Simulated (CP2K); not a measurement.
SiC (Moissanite):

```xyz
4
Lattice="3.0760 0.0000 0.0000 -1.5380 2.6639 0.0000 0.0000 0.0000 5.0480" Properties=species:S:1:pos:R:3 pbc="T T T"
Si    1.5380    0.8880    2.5240
Si    0.0000    1.7759    0.0000
C     1.5380    0.8880    4.4675
C     0.0000    1.7759    1.9435
```

Base run:

```yaml
Program: CP2K 2026.2
Functional: PBE
Potentials_or_basis: POTENTIAL_UZH Si GTH-PBE-q4, C GTH-PBE-q4; DZVP-MOLOPT-PBE-GTH basis
Density_cutoff: 6123 eV
k_mesh: 10 × 10 × 5
Occupations: fermi-dirac, width 0.05 eV
Spin: no spin polarisation
```

Its results: band gap on the k mesh 2.71 eV, indirect (least direct gap 4.33 eV); pressure 3.0 GPa; largest force 0.775 eV/Å.

Task: The run is repeated on the same cell with these changes: potentials or basis from POTENTIAL_UZH Si GTH-PBE-q4, C GTH-PBE-q4; DZVP-MOLOPT-PBE-GTH basis to POTENTIAL_UZH Si GTH-PBE-q4, C GTH-PBE-q4; TZV2P-MOLOPT-PBE-GTH basis; basis sets from Si DZVP-MOLOPT-PBE-GTH-q4, C DZVP-MOLOPT-PBE-GTH-q4 to Si TZV2P-MOLOPT-PBE-GTH-q4, C TZV2P-MOLOPT-PBE-GTH-q4. What comes out?

Result: Band gap on the k mesh 2.54 eV, indirect (least direct gap 4.14 eV); pressure 2.3 GPa; largest force 0.746 eV/Å.

Caveats: an odd mesh through Γ misses points on the zone boundary, where band edges often lie; the basis of atomic orbitals isn't converged, which shifts pressures, moduli and gaps.
